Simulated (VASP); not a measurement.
A run of VASP 6.6.1:

INCAR

```
PREC = Accurate ; ENCUT = 520
EDIFF = 1E-6 ; ISMEAR = 0
SIGMA = 0.15 ; LREAL = F
LASPH = T ; NELM = 60
ALGO = Normal ; ISIF = 2
LWAVE = F ; LCHARG = F
NBANDS = 16
```

Contents of KPOINTS:

```
Automatic mesh
0
Gamma
  16 16 16
```

POSCAR

```
CdS
1.0
    0.0000000000      2.7532440000      2.7532440000
    2.7532440000      0.0000000000      2.7532440000
    2.7532440000      2.7532440000      0.0000000000
Cd S
1 1
Direct
    0.0000000000      0.0000000000      0.0000000000
    0.5000000000      0.5000000000      0.5000000000
```

Potentials or basis: VASP PAW LDA potentials, release 64 (Cd, S).

The run is started by

```console
$ cat potpaw_LDA.64/Cd/POTCAR potpaw_LDA.64/S/POTCAR > POTCAR
$ mpirun -np 1 vasp_std > vasp.out
```

Hardware: 1 thread of AMD EPYC 7R43 64-Core Processor (Zen 3) (shared host).

Q: Estimate the wall time of this run.

A: Wall time 2.1 min on 1 thread of AMD EPYC 7R43 64-Core Processor (Zen 3), on a shared host, peak memory 0.18 GiB. Counts: scf iterations 13, k points 145.
